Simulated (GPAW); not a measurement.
# Fe (Im-3m) in GPAW: further runs

Runs on Fe. Level: PBE. Tasks: G0W0 quasiparticle levels.

All numbers are computed with GPAW 26.7.0; they aren't measurements. Logs are shortened: lines on timing, memory, paths and dates and some standing lists are left out, and cuts for length are marked. The log counts tension as positive stress, the text compression.

### Step 1. The crystal as given

It takes space group Im-3m (No. 229, cubic). The conventional cell has a = 2.886 Å, b = 2.886 Å, c = 2.886 Å, α = 90.00°, β = 90.00°, γ = 90.00°. Fe (site symmetry m-3m) is surrounded by 8 Fe at 2.50 Å.

### Step 2. G0W0 quasiparticle levels, PBE, collinear spin, ferromagnetic start

run.py

```python
import json
import numpy as np
from ase.dft.bandgap import bandgap
from ase.io import write
from ase.spacegroup import crystal
from gpaw import GPAW, PW
from gpaw.response.g0w0 import G0W0

# Fe 2a
atoms = crystal(['Fe'],
                basis=[[0.0, 0.0, 0.0]],
                spacegroup=229, setting=1,  # Im-3m
                cellpar=[2.886, 2.886, 2.886, 90.0, 90.0, 90.0],
                primitive_cell=True)
atoms.set_initial_magnetic_moments([4.0])

calc = GPAW(mode=PW(400),
            xc='PBE',
            kpts={'size': (7, 7, 7), 'gamma': True},
            occupations={'name': 'fermi-dirac', 'width': 0.05},
            nbands=12,
            convergence={'density': 0.0001},
            maxiter=50,
            txt='gpaw.txt')
atoms.calc = calc
energy = atoms.get_potential_energy()
calc.write('gs.gpw')
write('result.traj', atoms)
print(f'Energy: {energy:.6f} eV')
print('Moments:', calc.get_magnetic_moments().round(3))
print('Fermi level:', round(calc.get_fermi_level(), 4), 'eV')
print(f'Gap: {bandgap(calc)[0]:.4f} eV, direct: {bandgap(calc, direct=True)[0]:.4f} eV')

calc.diagonalize_full_hamiltonian(nbands=81)
calc.write('full.gpw', mode='all')

ibz = calc.get_ibz_k_points()
kpts = list(range(len(ibz)))
gw = G0W0(calc='full.gpw',
          filename='gw',
          ecut=200,
          ecut_extrapolation=False,
          kpts=kpts,
          integrate_gamma='WS',
          bands=(1, 7),
          nbands=77,
          frequencies={'type': 'nonlinear', 'domega0': 0.15, 'omega2': 10},
          eta=0.3)
gw.calculate()
results = {mode: {key: np.asarray(r[key]).tolist() for key in ['f', 'eps', 'vxc', 'exx', 'sigma', 'Z', 'qp', 'sigma_eskn']}
           for mode, r in gw.all_results.items()}
json.dump({'kpts': ibz[kpts].tolist(), 'results': results}, open('gw.json', 'w'))
for mode, r in results.items():
    f, qp = np.array(r['f']), np.array(r['qp'])
    print(mode, 'quasiparticle energies (eV):')
    print(qp.round(3))
```

Potentials or basis: GPAW PAW data sets (gpaw-data 1.2.1), pw.

Command:

```bash
OMP_NUM_THREADS=1 python run.py
```

gpaw.txt:

```text
__  _  _
 | _ |_)|_||  |
 |__||  | ||/\| - 26.7.0

Input parameters:
  mode=PW(ecut=400.0),
  convergence={'density': 0.0001},
  kpts=MonkhorstPack(size=(7, 7, 7), gamma=True),
  maxiter=50,
  nbands=12,
  occupations=Occupations(name='fermi-dirac', width=0.05),
  xc=XC(name='PBE')

Diagonalizing LCAO Hamiltonian
Converting LCAO to pw mode

       Fe

Atoms  # Å, Bohr magnetons
|   | symbol |        x |        y |        z |    initial magnetic moments |
|---|--------|----------|----------|----------|-----------------------------|
| 0 |     Fe | 0.000000 | 0.000000 | 0.000000 | ( 0.0000,  0.0000,  4.0000) |

Unit cell  # Å
| periodic |         x |         y |         z |  lengths |     angles |
|----------|-----------|-----------|-----------|----------|------------|
|      yes | -1.443000 |  1.443000 |  1.443000 | 2.499349 | 109.471221 |
|      yes |  1.443000 | -1.443000 |  1.443000 | 2.499349 | 109.471221 |
|      yes |  1.443000 |  1.443000 | -1.443000 | 2.499349 | 109.471221 |

Number of symmetries: 48
Symmetry operations  # r_c * U_cc + t_c -> r_c
|    | kind |            matrix            |
|----|------|------------------------------|
|  0 |  σ   |  1, 1, 1,  0, 0,-1,  0,-1, 0 |
|  1 |  C4  |  1, 1, 1,  0, 0,-1, -1, 0, 0 |
|  2 |  C2  |  1, 1, 1,  0,-1, 0,  0, 0,-1 |
|  3 |  S6  |  1, 1, 1,  0,-1, 0, -1, 0, 0 |
|  4 |  S6  |  1, 1, 1, -1, 0, 0,  0, 0,-1 |
|  5 |  C4  |  1, 1, 1, -1, 0, 0,  0,-1, 0 |
|  6 |  E   |  1, 0, 0,  0, 1, 0,  0, 0, 1 |
|  7 |  σ   |  1, 0, 0,  0, 1, 0, -1,-1,-1 |
|  8 |  σ   |  1, 0, 0,  0, 0, 1,  0, 1, 0 |
|  9 |  C3  |  1, 0, 0,  0, 0, 1, -1,-1,-1 |
| 10 |  C3  |  1, 0, 0, -1,-1,-1,  0, 1, 0 |
| 11 |  σ   |  1, 0, 0, -1,-1,-1,  0, 0, 1 |
| 12 |  σ   |  0, 1, 0,  1, 0, 0,  0, 0, 1 |
| 13 |  C2  |  0, 1, 0,  1, 0, 0, -1,-1,-1 |
| 14 |  C3  |  0, 1, 0,  0, 0, 1,  1, 0, 0 |
| 15 |  S4  |  0, 1, 0,  0, 0, 1, -1,-1,-1 |
| 16 |  S4  |  0, 1, 0, -1,-1,-1,  1, 0, 0 |
| 17 |  C3  |  0, 1, 0, -1,-1,-1,  0, 0, 1 |
| 18 |  C3  |  0, 0, 1,  1, 0, 0,  0, 1, 0 |
| 19 |  S4  |  0, 0, 1,  1, 0, 0, -1,-1,-1 |
| 20 |  σ   |  0, 0, 1,  0, 1, 0,  1, 0, 0 |
| 21 |  C3  |  0, 0, 1,  0, 1, 0, -1,-1,-1 |
| 22 |  C2  |  0, 0, 1, -1,-1,-1,  1, 0, 0 |
| 23 |  S4  |  0, 0, 1, -1,-1,-1,  0, 1, 0 |
| 24 |  C4  |  0, 0,-1,  1, 1, 1,  0,-1, 0 |
| 25 |  σ   |  0, 0,-1,  1, 1, 1, -1, 0, 0 |
| 26 |  S6  |  0, 0,-1,  0,-1, 0,  1, 1, 1 |
| 27 |  C2  |  0, 0,-1,  0,-1, 0, -1, 0, 0 |
| 28 |  C4  |  0, 0,-1, -1, 0, 0,  1, 1, 1 |
| 29 |  S6  |  0, 0,-1, -1, 0, 0,  0,-1, 0 |
| 30 |  S6  |  0,-1, 0,  1, 1, 1,  0, 0,-1 |
| 31 |  C4  |  0,-1, 0,  1, 1, 1, -1, 0, 0 |
| 32 |  C4  |  0,-1, 0,  0, 0,-1,  1, 1, 1 |
| 33 |  S6  |  0,-1, 0,  0, 0,-1, -1, 0, 0 |
| 34 |  σ   |  0,-1, 0, -1, 0, 0,  1, 1, 1 |
| 35 |  C2  |  0,-1, 0, -1, 0, 0,  0, 0,-1 |
| 36 |  C2  | -1, 0, 0,  1, 1, 1,  0, 0,-1 |
| 37 |  S6  | -1, 0, 0,  1, 1, 1,  0,-1, 0 |
| 38 |  S6  | -1, 0, 0,  0, 0,-1,  1, 1, 1 |
| 39 |  C2  | -1, 0, 0,  0, 0,-1,  0,-1, 0 |
| 40 |  C2  | -1, 0, 0,  0,-1, 0,  1, 1, 1 |
| 41 |  i   | -1, 0, 0,  0,-1, 0,  0, 0,-1 |
| 42 |  S4  | -1,-1,-1,  1, 0, 0,  0, 1, 0 |
| 43 |  C3  | -1,-1,-1,  1, 0, 0,  0, 0, 1 |
| 44 |  C3  | -1,-1,-1,  0, 1, 0,  1, 0, 0 |
| 45 |  σ   | -1,-1,-1,  0, 1, 0,  0, 0, 1 |
| 46 |  S4  | -1,-1,-1,  0, 0, 1,  1, 0, 0 |
| 47 |  C2  | -1,-1,-1,  0, 0, 1,  0, 1, 0 |

BZ-sampling:
  Number of BZ points: 343
  Number of IBZ points: 20

  Monkhorst-Pack size: [7, 7, 7]
  Monkhorst-Pack shift: [0, 0, 0]

K-points  # in reciprocal-cell coordinates
|     |                                coordinates |     weight |
|-----|--------------------------------------------|------------|
|   0 | (  0.00000000,   0.00000000,   0.00000000) | 0.00291545 |
|   1 | (  0.14285714,   0.00000000,   0.00000000) | 0.03498542 |
|   2 | (  0.14285714,   0.14285714,  -0.14285714) | 0.01749271 |
|   3 | (  0.28571429,   0.00000000,  -0.14285714) | 0.06997085 |
|   4 | (  0.28571429,   0.00000000,   0.00000000) | 0.03498542 |
|   5 | (  0.28571429,   0.14285714,  -0.14285714) | 0.06997085 |
|   6 | (  0.28571429,   0.28571429,  -0.28571429) | 0.01749271 |
|   7 | (  0.28571429,   0.28571429,   0.28571429) | 0.02332362 |
|   8 | (  0.42857143,  -0.14285714,  -0.14285714) | 0.02332362 |
|   9 | (  0.42857143,   0.00000000,  -0.14285714) | 0.13994169 |
| ... |                                            |            |
|  19 | (  0.42857143,   0.42857143,   0.42857143) | 0.02332362 |

Plane wave coefficients: 228
Cutoff: 400.0 eV

Spin-components: 2 (collinear spins)
Bands:           12
Projectors:      6
Spin-degeneracy: 1
Datatype:        complex128

Parallelization:
  kpt:    1
  domain: 1
  band:   1

Density:
  Valence electrons: 8.0
  Components: 2
  Grid points: [12 12 12]
  Charge: 0.0  # |e|

Potential:
  Grid points: [12 12 12]

species:
  Fe:
    name:    Iron
    Z:       26.0
    valence: 8
    core:    18
    charge:  0.0  # [|e|]
    compensation charges:
      type: gauss
      rc: 0.33  # [Å]
      lmax: 2
    cutoffs:
      filter: 2.06  # [Å]
      core: 2.67  # [Å]
    projectors
    | kind |    occ | energy [eV] | rcut [Å] |
    |------|--------|-------------|----------|
    |   4s |  2.000 |      -5.291 |    1.164 |
    |   4p |  0.000 |      -1.326 |    1.058 |
    |   3d |  6.000 |      -7.505 |    1.058 |
    |    s |        |      21.920 |    1.164 |
    |    p |        |      25.885 |    1.058 |
    |    d |        |      19.706 |    1.058 |

    Using partial waves for Fe as LCAO basis

Reference energy: -34619.454600  # eV

eigensolver:
  PPCG
  Converge bands: occupied
  niter=2

density mixing:
  MSR1-Mixer
  Pratt-step length: 0.05
  Maximum mixing coefficient: 0.75
  Old densities: 10
  SVD Regularization: 0.005
  Good broyden scale: 1.0
  Trust region scale: 1.0
  Backstep threshold: 4.0
  History deletion threshold: 6.0
  Fourier metric: weight=20.0, sigma=0.015

occupation numbers:
  Fermi-Dirac:
    width: 0.0500  # eV

poisson solver:
  ecut: 3200.0  # eV

xc functional:
  name: PBE with 2 nearest neighbor stencil

convergence criteria:
- Maximum integral of absolute [dens]ity change: 0.0001 electrons / valence electron
- Maximum [total energy] change in last 3 cyles: 0.0005 eV / valence electron
- Maximum integral of absolute [eigenst]ate change: 4e-08 eV^2 / valence electron
maximum number of iterations: 50

SCF iterations
|iter     | |      energy | eigst |  dens |  magmom |
|---------|-|-------------|-------|-------|---------|
|iter:   1| |   -8.529521 | -0.01 |       |  +4.0071|
|iter:   2| |   -8.546899 | -2.17 | -0.74 |  +3.9488|
|iter:   3| |   -8.831382 | -2.45 | -0.77 |  +3.0820|
|iter:   4| |   -8.899611 | -2.62 | -1.07 |  +2.2953|
|iter:   5| |   -8.909279 | -3.48 | -1.68 |  +2.3156|
|iter:   6| |   -8.910484 | -3.97 | -1.79 |  +2.3280|
|iter:   7| |   -8.910812c| -4.64 | -2.34 |  +2.2878|
|iter:   8| |   -8.910916c| -5.70 | -2.59 |  +2.3124|
|iter:   9| |   -8.910934c| -6.14 | -3.06 |  +2.3083|
|iter:  10| |   -8.910935c| -7.89c| -3.85 |  +2.3093|
|iter:  11| |   -8.910935c| -7.64c| -4.43c|  +2.3092|

Converged in 11 steps
Energy contributions relative to reference atoms: (reference = -34619.454600)

Energy contributions:
  Kinetic:           4.744273
  Coulomb:          -4.137653
  Zero:              0.281594
  External:          0.000000
  Xc:               -9.795962
  Entropy:          -0.006374
  Spinorbit:         0.000000
  ----------------------------
  Free energy:      -8.914122
  Extrapolated:     -8.910935

dipole moment: (-3.536969, -3.536969, -3.536969)  # |e|*Ang

Total magnetic moment: (0.000000, 0.000000, 2.309158)

Local magnetic moments
|        x |        y |        z |
|----------|----------|----------|
| 0.000000 | 0.000000 | 2.334469 |  # Fe   0

Fermi level: 9.341
Eigenvalues  # (at kpt = [0.000, 0.000, 0.000])
| band index |      eig [eV] | occ [0-1] |      eig [eV] | occ [0-1] |
|------------|---------------|-----------|---------------|-----------|
|          0 |         1.095 |     1.000 |         1.272 |     1.000 |
|          1 |         7.120 |     1.000 |         9.142 |     0.981 |
|          2 |         7.120 |     1.000 |         9.142 |     0.981 |
|          3 |         7.120 |     1.000 |         9.142 |     0.981 |
|          4 |         8.227 |     1.000 |        11.079 |     0.000 |
|          5 |         8.227 |     1.000 |        11.079 |     0.000 |
|          6 |        33.688 |     0.000 |        33.391 |     0.000 |
|          7 |        33.688 |     0.000 |        33.391 |     0.000 |
|          8 |        33.688 |     0.000 |        33.391 |     0.000 |
|          9 |        35.486 |     0.000 |        37.228 |     0.000 |
|         10 |        35.486 |     0.000 |        37.267 |     0.000 |
|         11 |        35.486 |     0.000 |        38.551 |     0.000 |

No gap
No difference between direct/indirect transitions
# Writing to gs.gpw (mode='')

Matrix size: 228x228
# Writing to full.gpw (mode='all')
```

gw.w.txt:

```text
NonLinearFrequencyDescriptor(from 0.000 to 192.356 eV, 144 points)
NonLinearFrequencyDescriptor(from 0.000 to 192.356 eV, 144 points)

WARNING:
The current GW implementation cannot handle intraband screening.
This results in poor k-point convergence for metals
BZ k-points: Symmetries present (total): 48
[... 175 lines left out ...]
   6   0.000  23.614 -19.894 -11.105  -8.497  -0.332   0.751  23.833
[... 141 lines left out ...]
k-point 19 (19): (0.429, 0.429, 0.429)                GW
band       f     eps     vxc     exx   sigma  dsigma       Z      qp
                                                                   GW
   1   1.000   7.122 -21.787 -22.036   0.759  -0.525   0.656   7.457
   2   0.000   9.890 -27.562 -22.713  -4.092  -0.587   0.630  10.367
   3   0.000  11.341 -30.728 -23.452  -6.531  -0.644   0.608  11.795
   4   0.000  11.341 -30.728 -23.452  -6.531  -0.644   0.608  11.795
   5   0.000  18.061 -19.396 -11.564  -7.959  -0.215   0.823  17.956
   6   0.000  18.061 -19.396 -11.564  -7.959  -0.215   0.823  17.956
```

Wall time 19 min (1 thread of Arm Neoverse V1, shared host); peak memory 0.36 GiB.

What came out:

- Free energy: -8.9141 eV
- Band gap on the k mesh: none (metal or under the smearing width)
- Net moment: 2.31 μB per cell
- Site moments: Fe +2.33 μB

Caveat: the k mesh is coarse (spacing up to 0.44 Å⁻¹), so the values aren't converged; G0W0 is unreliable with partly filled bands; the long-wavelength limit can be off by several per cent where d states take part.

### Step 3. G0W0 quasiparticle levels, PBE, collinear spin, ferromagnetic start

run.py, as its differences from that of step 2:

```diff
@@ -22,3 +22,3 @@
             convergence={'density': 0.0001},
-            maxiter=50,
+            maxiter=150,
             txt='gpaw.txt')
@@ -37,3 +37,4 @@
 ibz = calc.get_ibz_k_points()
-kpts = list(range(len(ibz)))
+gamma = int(np.abs(ibz).sum(1).argmin())
+kpts = [gamma]
 gw = G0W0(calc='full.gpw',
@@ -43,7 +44,7 @@
           kpts=kpts,
-          integrate_gamma='WS',
-          bands=(1, 7),
+          integrate_gamma='1BZ',
+          bands=(2, 6),
           nbands=77,
           frequencies={'type': 'nonlinear', 'domega0': 0.15, 'omega2': 10},
-          eta=0.3)
+          eta=0.1)
 gw.calculate()
```

Potentials or basis: GPAW PAW data sets (gpaw-data 1.2.1), pw.

Command:

```bash
OMP_NUM_THREADS=1 python run.py
```

gpaw.txt:

```text
__  _  _
 | _ |_)|_||  |
 |__||  | ||/\| - 26.7.0

Input parameters:
  mode=PW(ecut=400.0),
  convergence={'density': 0.0001},
  kpts=MonkhorstPack(size=(7, 7, 7), gamma=True),
  maxiter=150,
  nbands=12,
  occupations=Occupations(name='fermi-dirac', width=0.05),
  xc=XC(name='PBE')

Diagonalizing LCAO Hamiltonian
Converting LCAO to pw mode

       Fe

Atoms  # Å, Bohr magnetons
|   | symbol |        x |        y |        z |    initial magnetic moments |
|---|--------|----------|----------|----------|-----------------------------|
| 0 |     Fe | 0.000000 | 0.000000 | 0.000000 | ( 0.0000,  0.0000,  4.0000) |

Unit cell  # Å
| periodic |         x |         y |         z |  lengths |     angles |
|----------|-----------|-----------|-----------|----------|------------|
|      yes | -1.443000 |  1.443000 |  1.443000 | 2.499349 | 109.471221 |
|      yes |  1.443000 | -1.443000 |  1.443000 | 2.499349 | 109.471221 |
[... 182 lines left out ...]
  Coulomb:          -4.137653
  Zero:              0.281594
  External:          0.000000
  Xc:               -9.795962
  Entropy:          -0.006374
  Spinorbit:         0.000000
  ----------------------------
  Free energy:      -8.914122
  Extrapolated:     -8.910935

dipole moment: (-3.536969, -3.536969, -3.536969)  # |e|*Ang

Total magnetic moment: (0.000000, 0.000000, 2.309158)

Local magnetic moments
|        x |        y |        z |
|----------|----------|----------|
| 0.000000 | 0.000000 | 2.334469 |  # Fe   0

Fermi level: 9.341
Eigenvalues  # (at kpt = [0.000, 0.000, 0.000])
| band index |      eig [eV] | occ [0-1] |      eig [eV] | occ [0-1] |
|------------|---------------|-----------|---------------|-----------|
|          0 |         1.095 |     1.000 |         1.272 |     1.000 |
|          1 |         7.120 |     1.000 |         9.142 |     0.981 |
|          2 |         7.120 |     1.000 |         9.142 |     0.981 |
|          3 |         7.120 |     1.000 |         9.142 |     0.981 |
|          4 |         8.227 |     1.000 |        11.079 |     0.000 |
|          5 |         8.227 |     1.000 |        11.079 |     0.000 |
|          6 |        33.688 |     0.000 |        33.391 |     0.000 |
|          7 |        33.688 |     0.000 |        33.391 |     0.000 |
|          8 |        33.688 |     0.000 |        33.391 |     0.000 |
|          9 |        35.486 |     0.000 |        37.228 |     0.000 |
|         10 |        35.486 |     0.000 |        37.267 |     0.000 |
|         11 |        35.486 |     0.000 |        38.551 |     0.000 |

No gap
No difference between direct/indirect transitions
# Writing to gs.gpw (mode='')

Matrix size: 228x228
# Writing to full.gpw (mode='all')
```

stdout:

```text
Energy: -8.910935 eV
Moments: [2.334]
Fermi level: 9.3406 eV
Gap: 0.0000 eV, direct: 0.0000 eV
IBZ(<points: 20, symmetries: 48>)
Occupied bands: 6
Calculating eigenvalues:
  k-points: 1
  Bands: 2-5 (inclusive)
HSE06-eigenvalue shifts:
  min: -8.221 eV
  ave: -1.042 eV
  max: 10.029 eV
GW quasiparticle energies (eV):
[[[ 7.551  7.551  8.492  8.492]]

 [[ 9.656  9.656 11.365 11.365]]]
```

Run time: 5.3 min. Hardware: 1 thread of AMD EPYC 9R45 (Zen 5), shared host; peak memory 0.36 GiB.

Results:

| Quantity | Value |
| --- | --- |
| Free energy | -8.9141 eV |
| Band gap on the k mesh | none (metal or under the smearing width) |
| Net moment | 2.31 μB per cell |
| Site moments | Fe +2.33 μB |

Levels at points of the mesh, in eV from the Fermi level:
Spin up:
```
           k point  band 2  band 3  band 4  band 5  band 6  band 7  band 8
(0.00, 0.00, 0.00)   -2.22   -2.22   -2.22   -1.11   -1.11   24.35   24.35
```
Spin down:
| k point | band 1 | band 2 | band 3 | band 4 | band 5 | band 6 |
| --- | --- | --- | --- | --- | --- | --- |
| (0.00, 0.00, 0.00) | -8.07 | -0.20 | -0.20 | -0.20 | 1.74 | 1.74 |

Caveat: the k mesh is coarse (spacing up to 0.44 Å⁻¹), so the values aren't converged; G0W0 is unreliable with partly filled bands; on this mesh the treatment of q = 0 moves the result by about a tenth of an eV; the long-wavelength limit can be off by several per cent where d states take part.
